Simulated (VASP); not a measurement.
# Si (Fmmm) in VASP: reference runs, part 3 of 3

VASP 6.6.1.

## 6. Equation of state, PBE, 14.66 Å³/atom (volume scaled by 0.98)

INCAR reads:

```
SYSTEM = Si
PREC     = Accurate       ! precision mode
ENCUT    = 520            ! plane-wave cutoff, eV
EDIFF    = 1E-7           ! SCF threshold, eV
ISMEAR   = -1             ! smearing method
SIGMA    = 0.05           ! smearing width, eV
LREAL    = .False.        ! projectors in reciprocal space
LASPH    = .True.         ! aspherical terms in the spheres
NELM     = 80             ! most SCF steps
ALGO     = Normal         ! electronic algorithm
ISIF     = 2              ! what is computed and relaxed
LWAVE    = .False.        ! write WAVECAR
LCHARG   = .False.        ! write CHGCAR
GGA      = PE             ! functional
NBANDS   = 16             ! bands
```

KPOINTS reads:

```
regular mesh
0
Gamma
  8 8 8
  0 0 0
```

POSCAR reads:

```
Si
1.0
    0.0000000000      2.6420462745      4.6120798948
    2.4060104518      0.0000000000      4.6120798948
    2.4060104518      2.6420462745      0.0000000000
Si
4
Direct
    0.2202307000      0.2202307000      0.7797693000
    0.7797693000      0.7797693000      0.2202307000
    0.2726057200      0.7273942800      0.2726057200
    0.7273942800      0.2726057200      0.7273942800
```

Potentials or basis: VASP PAW PBE potentials, release 64 (Si).

Launch:

```console
cat potpaw_PBE.64/Si/POTCAR > POTCAR
mpirun -np 1 vasp_std > vasp.out
```

It took 67 s on 1 thread of Intel Xeon Platinum 8488C (Sapphire Rapids), shared host; peak memory 0.22 GiB.

The run converged. Its results:

| Item | Value |
| --- | --- |
| Free energy | -20.4429 eV |
| Pressure | 5.9 GPa |
| Largest force | 0.157 eV/Å |
| Band gap on the k mesh | none (metal or under the smearing width) |

## 7. Equation of state, PBE, 15.26 Å³/atom (volume scaled by 1.02)

INCAR is that of step 6.

KPOINTS reads:

```
Automatic mesh
0
Gamma
  8 8 8
  0 0 0
```

POSCAR reads:

```
Si
1.0
    0.0000000000      2.6775142151      4.6739943955
    2.4383097482      0.0000000000      4.6739943955
    2.4383097482      2.6775142151      0.0000000000
Si
4
Direct
    0.2202307000      0.2202307000      0.7797693000
    0.7797693000      0.7797693000      0.2202307000
    0.2726057200      0.7273942800      0.2726057200
    0.7273942800      0.2726057200      0.7273942800
```

Launch:

```console
cat potpaw_PBE.64/Si/POTCAR > POTCAR
mpirun -np 1 vasp_std > vasp.out
```

Run time: 70 s. Hardware: 1 thread of Intel Xeon Platinum 8488C (Sapphire Rapids), shared host; peak memory 0.21 GiB.

It converged, with:

```yaml
Free_energy: -20.4933 eV
Pressure: 1.0 GPa
Largest_force: 0.073 eV/Å
Band_gap_on_the_k_mesh: none (metal or under the smearing width)
```

## 8. Equation of state, PBE, 15.56 Å³/atom (volume scaled by 1.04)

INCAR reads:

```
SYSTEM = Si
ALGO     = Normal         ! electronic algorithm
EDIFF    = 1E-7           ! SCF threshold, eV
ENCUT    = 520            ! plane-wave cutoff, eV
GGA      = PE             ! functional
ISIF     = 2              ! what is computed and relaxed
ISMEAR   = -1             ! smearing method
LASPH    = .True.         ! aspherical terms in the spheres
LCHARG   = .False.        ! write CHGCAR
LREAL    = .False.        ! projectors in reciprocal space
LWAVE    = .False.        ! write WAVECAR
NBANDS   = 16             ! bands
NELM     = 80             ! most SCF steps
PREC     = Accurate       ! precision mode
SIGMA    = 0.05           ! smearing width, eV
```

KPOINTS reads:

```
k-points
0
Gamma
  8 8 8
  0 0 0
```

POSCAR reads:

```
Si
1.0
    0.0000000000      2.6949011582      4.7043458589
    2.4541433721      0.0000000000      4.7043458589
    2.4541433721      2.6949011582      0.0000000000
Si
4
Direct
    0.2202307000      0.2202307000      0.7797693000
    0.7797693000      0.7797693000      0.2202307000
    0.2726057200      0.7273942800      0.2726057200
    0.7273942800      0.2726057200      0.7273942800
```

Launch:

```console
cat potpaw_PBE.64/Si/POTCAR > POTCAR
mpirun -np 1 vasp_std > vasp.out
```

Run time: 70 s. Hardware: 1 thread of Intel Xeon Platinum 8488C (Sapphire Rapids), shared host; peak memory 0.22 GiB.

The run converged. Its results:

```yaml
Free_energy: -20.4933 eV
Pressure: -1.0 GPa
Largest_force: 0.036 eV/Å
Band_gap_on_the_k_mesh: none (metal or under the smearing width)
```

## 9. Equation of state, PBE, 15.86 Å³/atom (volume scaled by 1.06)

INCAR reads:

```
PREC = Accurate
ENCUT = 520
EDIFF = 1E-7
ISMEAR = -1
SIGMA = 0.05
LREAL = F
LASPH = T
NELM = 100
ALGO = Normal
ISIF = 2
LWAVE = F
LCHARG = F
GGA = PE
NBANDS = 16
```

KPOINTS reads:

```
regular mesh
0
Gamma
  8 8 8
```

POSCAR reads:

```
Si
1.0
    0.0000000000      2.7120665965      4.7343106532
    2.4697752800      0.0000000000      4.7343106532
    2.4697752800      2.7120665965      0.0000000000
Si
4
Direct
    0.2202307000      0.2202307000      0.7797693000
    0.7797693000      0.7797693000      0.2202307000
    0.2726057200      0.7273942800      0.2726057200
    0.7273942800      0.2726057200      0.7273942800
```

Potentials or basis: VASP PAW PBE potentials, release 64 (Si).

Launch:

```console
cat potpaw_PBE.64/Si/POTCAR > POTCAR
mpirun -np 1 vasp_std > vasp.out
```

It took 77 s on 1 thread of Intel Xeon Platinum 8488C (Sapphire Rapids), shared host; peak memory 0.22 GiB.

The run converged. Its results:

```
Free energy            : -20.4787 eV
Pressure               : -2.9 GPa
Band gap on the k mesh : none (metal or under the smearing width)
```

## 10. Equation of state, PBE

Potentials or basis: VASP PAW PBE potentials, release 64 (Si).

No new run: the results of the series are fitted here.

Results:

| Item | Value |
| --- | --- |
| Equilibrium volume | 15.41 Å³/atom |
| Bulk modulus at fixed shape and positions | 106 GPa |
| Pressure derivative of the bulk modulus | 4.5 |

Energy against volume, from the lowest point:
```csv
volume (Å³/atom),energy (meV/atom)
14.061,45.38
14.360,26.20
14.659,12.61
14.958,4.05
15.257,0.00
15.557,0.01
15.856,3.66
```

Caveat: the cell was scaled at fixed shape and fractional positions, which overstates the stiffness of a crystal with free parameters, most of all of layers and chains.

## 11. Overview

| task | cell | gap on the mesh (eV) | pressure (GPa) | largest force (eV/Å) |
| --- | --- | --- | --- | --- |
| single point | as given | none | 3.3 | 0.11 |
| single point | atoms moved at random, drawn with an rms of 0.05 Å | none | 4.8 | 1.10 |
| equation of state | as given | - | - | - |

Alike in all rows: level PBE; potentials or basis VASP PAW PBE potentials, release 64 (Si); no spin polarisation; k mesh 8 × 8 × 8; cutoff (eV) 520; smearing fermi-dirac 0.05 eV.

Caveats: the cell was scaled at fixed shape and fractional positions, which overstates the stiffness of a crystal with free parameters, most of all of layers and chains (some runs).

Total energies depend on the potentials used, so only differences within one code and one set of settings carry meaning.
